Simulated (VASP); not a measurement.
A run of VASP 6.6.1:

Contents of POSCAR:

```
Nb2H
1.0
    0.0000000000      3.0429440200      0.0000000000
    3.0429440200      0.0000000000      0.0000000000
    1.5214715100      1.5214715100     -3.7541855900
Nb H
2 1
Direct
    0.3333000000      0.3333000000      0.3334000000
    0.6667000000      0.6667000000      0.6666000000
    0.0000000000      0.0000000000      0.0000000000
```

File INCAR.step1:

```
SYSTEM = Nb2H
ALGO = Normal
EDIFF = 1E-6
ENCUT = 520
GGA = PS
ISIF = 2
ISMEAR = 0
LASPH = .True.
LCHARG = .True.
LMAXMIX = 4
LREAL = .False.
LWAVE = .False.
NBANDS = 20
NELM = 100
PREC = Accurate
SIGMA = 0.1548
```

File KPOINTS.step1:

```
k-points
0
Gamma
  12 12 12
  0 0 0
```

Contents of INCAR.step2:

```
SYSTEM = Nb2H
ALGO = Normal
EDIFF = 1E-6
ENCUT = 520
GGA = PS
ICHARG = 11
ISIF = 2
ISMEAR = -5
LASPH = .True.
LCHARG = .False.
LMAXMIX = 4
LORBIT = 11
LREAL = .False.
LWAVE = .False.
NEDOS = 1001
NELM = 100
PREC = Accurate
SIGMA = 0.1548
```

KPOINTS.step2

```
k-points
0
Gamma
  18 18 18
  0 0 0
```

Potentials or basis: VASP PAW PBE potentials, release 64 (Nb_sv, H).

Command:

```console
$ cat potpaw_PBE.64/Nb_sv/POTCAR potpaw_PBE.64/H/POTCAR > POTCAR
$ cp INCAR.step1 INCAR
$ cp KPOINTS.step1 KPOINTS
$ mpirun -np 1 vasp_std > vasp.out
$ cp INCAR.step2 INCAR
$ cp KPOINTS.step2 KPOINTS
$ mpirun -np 1 vasp_std > vasp.out
```

Hardware: 1 thread of Intel(R) Xeon(R) 6975P-C (Granite Rapids), on a shared host.

**Question.** How long does it take, and how much memory?

**Answer.** Wall time 100 s on 1 thread of Intel(R) Xeon(R) 6975P-C (Granite Rapids) (shared host), peak memory 0.39 GiB. Counts: scf iterations 9, k points 480.
